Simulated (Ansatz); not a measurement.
# Ru7 slab: levels of theory

The task, for Ru7 slab: compare levels of theory.

Method: DFT PBE, scalar-relativistic, plane waves, PAW, and further levels as typed in the inputs, in Ansatz 0.2.0.

**1. The system as given**

It takes space group P-6m2 (No. 187, hexagonal). Conventional cell: a = 2.706 Å, b = 2.706 Å, c = 27.846 Å, α = 90.00°, β = 90.00°, γ = 120.00°. Around Ru (site symmetry 3m) lie 9 Ru at 2.65 to 2.71 Å. Ru (site symmetry 3m) has 12 Ru at 2.65 to 2.71 Å in its first shell of neighbours. Ru (site symmetry -6m2) is surrounded by 12 Ru at 2.65 to 2.71 Å.

As a file:

```cif
data_structure
_symmetry_space_group_name_H-M 'P-6m2'
_symmetry_Int_Tables_number 187
_cell_length_a 2.7060
_cell_length_b 2.7060
_cell_length_c 27.8460
_cell_angle_alpha 90.000
_cell_angle_beta 90.000
_cell_angle_gamma 120.000
_cell_volume 176.58
loop_
_atom_site_label
_atom_site_type_symbol
_atom_site_symmetry_multiplicity
_atom_site_Wyckoff_symbol
_atom_site_fract_x
_atom_site_fract_y
_atom_site_fract_z
_atom_site_occupancy
Ru1 Ru 2 g 0.00000 0.00000 0.26934 1
Ru2 Ru 2 h 0.33333 0.66667 0.34623 1
Ru3 Ru 2 g 0.00000 0.00000 0.42311 1
Ru4 Ru 1 d 0.33333 0.66667 0.50000 1
```

**2. Relaxing the atoms: Ru7 slab, no spin**

File input.yaml:

```yaml
crystal:
  lattice:
    - [2.706, 0.0, 0.0]
    - [-1.353, 2.343465, 0.0]
    - [0.0, 0.0, 27.846]
  atoms:
    - { symbol: Ru, position: [0.3333333333, 0.6666666667, 0.2693385046] }
    - { symbol: Ru, position: [0.6666666667, 0.3333333333, 0.3462256698] }
    - { symbol: Ru, position: [0.3333333333, 0.6666666667, 0.4231128349] }
    - { symbol: Ru, position: [0.6666666667, 0.3333333333, 0.5] }
    - { symbol: Ru, position: [0.3333333333, 0.6666666667, 0.5768871651] }
    - { symbol: Ru, position: [0.6666666667, 0.3333333333, 0.6537743302] }
    - { symbol: Ru, position: [0.3333333333, 0.6666666667, 0.7306614954] }
scf:
  occupations: { method: gaussian, width: 0.05 }
output:
  forces: true
  write_density: true
  write_potential: true
  elf: true
  volumetric_format: npy
hamiltonian:
  xc: pbe
kpoints:
  mp_grid: { grid: [15, 15, 1] }
relax:
  f_tol: 0.02
  max_steps: 60
```

On the command line:

```console
ansatz run input.yaml --threads 12 --pin off --max-ram 16384MiB --backend cpu --events-out ev --progress --plain --runs-dir out
```

The program printed, cut to the lines that bear on the results:

```text
Warning: RAYON_NUM_THREADS=12 ignored (pool sized by the plan → 12); use --threads N
[...]
Pseudopotentials: kind: paw
Pseudopotential: Ru, paw, valence charge 16, recommended cutoff 420 eV (normal), Ru.paw.azcp
Functional definition: PBE
[...]
Crystal: 7 atoms, lattice volume = 176.583 Å³
Basis set: ecut = 420 eV, 3495 PW (Γ), exchange–correlation on 40×40×384 points (8 copies of the dense FFT grid, shifted against one another)
Bands: 68, of which v1, the nominal top of the filled ones, is band 56 counted from 1 (55 counted from 0)
Symmetry: 12 space group operations
Space group: P-6m2 (ITA 187), of the structure as read, at distance tolerance 5.6e-5 Å
k-points: 27 of 225 (time reversal used)
[...]
SCF iter   1: F=—  HF=-41148.738669 eV  |F-HF|=—  |Δ(HF+E_count)|=         —  Δρ=1.38e-2  dr2=5.41e0  ethr=1.77e-3  ⟨swp⟩=7.8  Hψ=7541  notcnv=0  defer=10
[...]
relax step   1: F+E_penalty+E_count = -41148.68736861 eV  Δ(F+E_penalty+E_count) = +0.000e0 eV  max|allowed force component| = 6.977e-1 eV/Å  Δτ_max = 0.0000 Å  (6 SCF iters, dr2 threshold 1.00e-5 eV, accepted)
[...]
relax step   3: F+E_penalty+E_count = -41148.74243887 eV  Δ(F+E_penalty+E_count) = -2.134e-2 eV  max|allowed force component| = 1.839e-2 eV/Å  Δτ_max = 0.0231 Å  (5 SCF iters, dr2 threshold 1.21e-5 eV, accepted)
[...]
relax step   4: F+E_penalty+E_count = -41148.74244208 eV  Δ(F+E_penalty+E_count) = -3.216e-6 eV  max|allowed force component| = 1.845e-2 eV/Å  Δτ_max = 0.0000 Å  (5 SCF iters, accepted)
NSCF: frozen V_eff on 27 k-points
[...]
WARN: The output density's exchange-correlation potential varies sharply where the density is thin. Do not read a vacuum level from v_tot or v_xc, or from such a field of the output density. On a cell that repeats whose density bears no net charge and no dipole along the vacuum's axis use [...]
SCF converged after 5 iterations
Free energy (F): -41148.742442 eV
[...]
E sigma→0 (E₀):  -41148.737895 eV
Entropy (-TS):   -0.009094 eV (-1.299 meV/atom)
Fermi energy:    10.400474 eV
[...]
--- Forces (eV/Å), atoms counted from 1 ---
  atom   1  Ru    -0.00000000     0.00000000    -0.01440926
  atom   2  Ru     0.00000000     0.00000000    -0.00057714
  atom   3  Ru    -0.00000000     0.00000000     0.01844792
  atom   4  Ru     0.00000000     0.00000000     0.00000000
  atom   5  Ru     0.00000000     0.00000000    -0.01844792
  atom   6  Ru    -0.00000000     0.00000000     0.00057714
  atom   7  Ru    -0.00000000     0.00000000     0.01440926
[...]
--- Band table (eV; the first three rows and the last of 27) ---
[...]
--- Relaxed structure (4 steps of the walk, 4 accepted, 0 SCFs on fresh bases) ---
  F+E_penalty+E_count = -41148.74244208 eV   max|allowed force component| = 1.845e-2 eV/Å
  atoms:
    - { symbol: Ru, position: [0.3333333333333333, 0.6666666666666666, 0.27045436459538313] }
    - { symbol: Ru, position: [0.6666666666666667, 0.33333333333333315, 0.34476597361192174] }
    - { symbol: Ru, position: [0.3333333333333333, 0.6666666666666666, 0.4222258793404935] }
    - { symbol: Ru, position: [0.6666666666666667, 0.33333333333333315, 0.4999999999999999] }
    - { symbol: Ru, position: [0.3333333333333333, 0.6666666666666666, 0.5777741206595063] }
    - { symbol: Ru, position: [0.6666666666666667, 0.33333333333333315, 0.6552340263880778] }
    - { symbol: Ru, position: [0.3333333333333333, 0.6666666666666666, 0.7295456354046166] }
```

Run time: 21 s. Hardware: 12 threads of Arm Neoverse N1, shared host; peak memory 1.2 GiB.

The steps of the relaxation:

| step | energy from step 1 (eV/cell) | largest force component (eV/Å) |
| --- | --- | --- |
| 1 | 0.0000 | 0.6977 |
| 2 | -0.0337 | 0.4405 |
| 3 | -0.0551 | 0.0184 |
| 4 | -0.0551 | 0.0184 |

Step 1 is the start.

Density in a lattice plane of the grid's cell (edges 2.71 and 27.85 Å, at 0.667 of the third edge), which holds Ru.

Ten even steps from ' ' (0.00 e/Å³) to '@' (5.01 e/Å³):
```
            
            
            
            
..++@@++..  
  ..--..    
::      ::--
..==%%==..  
  ::==::    
::      ::==
  ::==::    
..==%%==..  
::      ::--
  ..--..    
..++@@++..  
            
            
            
            
            
```
Columns run along the first of these edges and rows up along the second, over one cell in 6 and 20 even steps from the bottom left corner. Atoms in the plane (fractional): Ru at (0.33, 0.27), Ru at (0.33, 0.42), Ru at (0.33, 0.58), Ru at (0.33, 0.73).

ELF in the same plane.

Ten even steps from '0' (0.00) to '9' (0.68):
```
000000
000000
000000
110112
389844
345434
534357
379734
357534
534357
357534
379734
534357
345434
389844
110112
000000
000000
000000
000000
```
Columns run along the first of these edges and rows up along the second, over one cell in 6 and 20 even steps from the bottom left corner. Atoms in the plane (fractional): Ru at (0.33, 0.27), Ru at (0.33, 0.42), Ru at (0.33, 0.58), Ru at (0.33, 0.73).

Both are smooth fields of the valence electrons: close to the nuclei they are not physical.

**3. Relaxing the atoms: PBE+D3(BJ)**

It takes the final geometry of step 2.

File input.yaml:

```yaml
crystal:
  lattice:
    - [2.7060001486, 0.0, 0.0]
    - [-1.3530000743, 2.3434648713, 0.0]
    - [0.0, 0.0, 27.846]
  atoms:
    - { symbol: Ru, position: [0.3333333333, 0.6666666667, 0.2704543646] }
    - { symbol: Ru, position: [0.6666666667, 0.3333333333, 0.3447659736] }
    - { symbol: Ru, position: [0.3333333333, 0.6666666667, 0.4222258793] }
    - { symbol: Ru, position: [0.6666666667, 0.3333333333, 0.5] }
    - { symbol: Ru, position: [0.3333333333, 0.6666666667, 0.5777741207] }
    - { symbol: Ru, position: [0.6666666667, 0.3333333333, 0.6552340264] }
    - { symbol: Ru, position: [0.3333333333, 0.6666666667, 0.7295456354] }
scf:
  occupations: { method: gaussian, width: 0.05 }
output:
  forces: true
hamiltonian:
  xc: pbe
  dispersion: d3bj
kpoints:
  mp_grid: { grid: [15, 15, 1] }
relax:
  f_tol: 0.02
  max_steps: 60
```

On the command line:

```console
ansatz run input.yaml --threads 12 --pin off --max-ram 16384MiB --backend cpu --events-out ev --progress --plain --runs-dir out
```

The program printed, cut to the lines that bear on the results:

```text
Warning: RAYON_NUM_THREADS=12 ignored (pool sized by the plan → 12); use --threads N
[...]
Pseudopotentials: kind: paw
Pseudopotential: Ru, paw, valence charge 16, recommended cutoff 420 eV (normal), Ru.paw.azcp
Functional definition: PBE
[...]
Crystal: 7 atoms, lattice volume = 176.583 Å³
Basis set: ecut = 420 eV, 3495 PW (Γ), exchange–correlation on 40×40×384 points (8 copies of the dense FFT grid, shifted against one another)
Bands: 68, of which v1, the nominal top of the filled ones, is band 56 counted from 1 (55 counted from 0)
Symmetry: 12 space group operations
Space group: P-6m2 (ITA 187), of the structure as read, at distance tolerance 5.6e-5 Å
k-points: 27 of 225 (time reversal used)
[...]
SCF iter   1: F=—  HF=-41152.461241 eV  |F-HF|=—  |Δ(HF+E_count)|=         —  Δρ=1.17e-2  dr2=3.16e0  ethr=1.77e-3  ⟨swp⟩=7.9  Hψ=7584  notcnv=0  defer=9
[...]
  atom   3  Ru     0.00000000     0.00000000    -0.00139647
  atom   4  Ru    -0.00000000    -0.00000000     0.00000000
  atom   5  Ru     0.00000000     0.00000000     0.00139647
  atom   6  Ru    -0.00000000    -0.00000000     0.01344973
  atom   7  Ru    -0.00000000    -0.00000000     0.00407129
[...]
--- Relaxed structure (4 steps of the walk, 4 accepted, 0 SCFs on fresh bases) ---
  F+E_penalty+E_count = -41152.44208802 eV   max|allowed force component| = 1.345e-2 eV/Å
  atoms:
    - { symbol: Ru, position: [0.3333333333333333, 0.6666666666666666, 0.27265690422182] }
    - { symbol: Ru, position: [0.6666666666666666, 0.3333333333333332, 0.346579576134135] }
    - { symbol: Ru, position: [0.3333333333333333, 0.6666666666666666, 0.4231980651104579] }
    - { symbol: Ru, position: [0.6666666666666666, 0.3333333333333332, 0.49999999999999994] }
    - { symbol: Ru, position: [0.3333333333333333, 0.6666666666666666, 0.576801934889542] }
    - { symbol: Ru, position: [0.6666666666666666, 0.3333333333333332, 0.6534204238658649] }
    - { symbol: Ru, position: [0.3333333333333333, 0.6666666666666666, 0.7273430957781798] }
```

It took 14 s on 12 threads of Arm Neoverse N1, shared host; peak memory 1 GiB.

Relaxation path:

| step | E - E(step 1) (eV/cell) | largest force component (eV/Å) |
| --- | --- | --- |
| 1 | 0.0000 | 0.1515 |
| 2 | -0.0020 | 0.1235 |
| 3 | -0.0145 | 0.0134 |
| 4 | -0.0145 | 0.0135 |

Step 1 is the start.

**4. Relaxing the atoms: r2SCAN**

It takes the final geometry of step 2.

input.yaml, as its differences from that of step 3:

```diff
@@ -18,4 +18,3 @@
 hamiltonian:
-  xc: pbe
-  dispersion: d3bj
+  xc: r2scan
 kpoints:
```

On the command line:

```console
ansatz run input.yaml --threads 12 --pin off --max-ram 16384MiB --backend cpu --events-out ev --progress --plain --runs-dir out
```

The program printed, cut to the lines that bear on the results:

```text
Warning: RAYON_NUM_THREADS=12 ignored (pool sized by the plan → 12); use --threads N
[...]
Pseudopotentials: kind: paw
Pseudopotential: Ru, paw, valence charge 16, recommended cutoff 500 eV (meta_gga), Ru.paw.azcp
Functional definition: r2SCAN
[...]
Crystal: 7 atoms, lattice volume = 176.583 Å³
Basis set: ecut = 500 eV, 4397 PW (Γ), exchange–correlation on 80×80×864 points (64 copies of the dense FFT grid, shifted against one another)
Bands: 68, of which v1, the nominal top of the filled ones, is band 56 counted from 1 (55 counted from 0)
Symmetry: 12 space group operations
Space group: P-6m2 (ITA 187), of the structure as read, at distance tolerance 5.6e-5 Å
k-points: 27 of 225 (time reversal used)
[...]
SCF iter   1: F=—  HF=-41232.630123 eV  |F-HF|=—  |Δ(HF+E_count)|=         —  Δρ=1.35e-2  dr2=2.79e0  dr2_τ=7.33e-2  ethr=1.77e-3  ⟨swp⟩=7.8  Hψ=7509  notcnv=0  defer=10
[...]
  atom   5  Ru     0.00000000     0.00000000    -0.00226368
  atom   6  Ru    -0.00000000    -0.00000000     0.00134693
  atom   7  Ru    -0.00000000    -0.00000000    -0.00211998
[...]
--- Band table (eV; the first three rows and the last of 27) ---
[...]
--- Relaxed structure (4 steps of the walk, 4 accepted, 0 SCFs on fresh bases) ---
  F+E_penalty+E_count = -41232.70179656 eV   max|allowed force component| = 2.317e-3 eV/Å
  atoms:
    - { symbol: Ru, position: [0.3333333333333333, 0.6666666666666666, 0.2729999233442911] }
    - { symbol: Ru, position: [0.6666666666666666, 0.3333333333333332, 0.3463369468846883] }
    - { symbol: Ru, position: [0.3333333333333333, 0.6666666666666666, 0.423119356804593] }
    - { symbol: Ru, position: [0.6666666666666666, 0.3333333333333332, 0.49999999999999994] }
    - { symbol: Ru, position: [0.3333333333333333, 0.6666666666666666, 0.5768806431954069] }
    - { symbol: Ru, position: [0.6666666666666666, 0.3333333333333332, 0.6536630531153114] }
    - { symbol: Ru, position: [0.3333333333333333, 0.6666666666666666, 0.7270000766557086] }
```

Run time: 43 s. Hardware: 12 threads of Arm Neoverse N1, shared host; peak memory 1.5 GiB.

Step by step:

| step | E - E(step 1) (eV/cell) | largest force component (eV/Å) |
| --- | --- | --- |
| 1 | 0.0000 | 0.3281 |
| 2 | -0.0065 | 0.1955 |
| 3 | -0.0205 | 0.0309 |
| 4 | -0.0207 | 0.0023 |

Step 1 is the start.

**5. Results**

| step | level | energy (eV) | gap on the mesh (eV) | time |
| --- | --- | --- | --- | --- |
| 2 | PBE | -41148.738 | 0.00 | 21 s |
| 3 | PBE+D3(BJ) | -41152.436 | n/a | 14 s |
| 4 | r2SCAN | -41232.696 | 0.00 | 43 s |

Totals of different systems or levels have different zeros; only balanced differences at one level mean anything.

The rows set the runs side by side; convergence of the settings was not tested in this session.
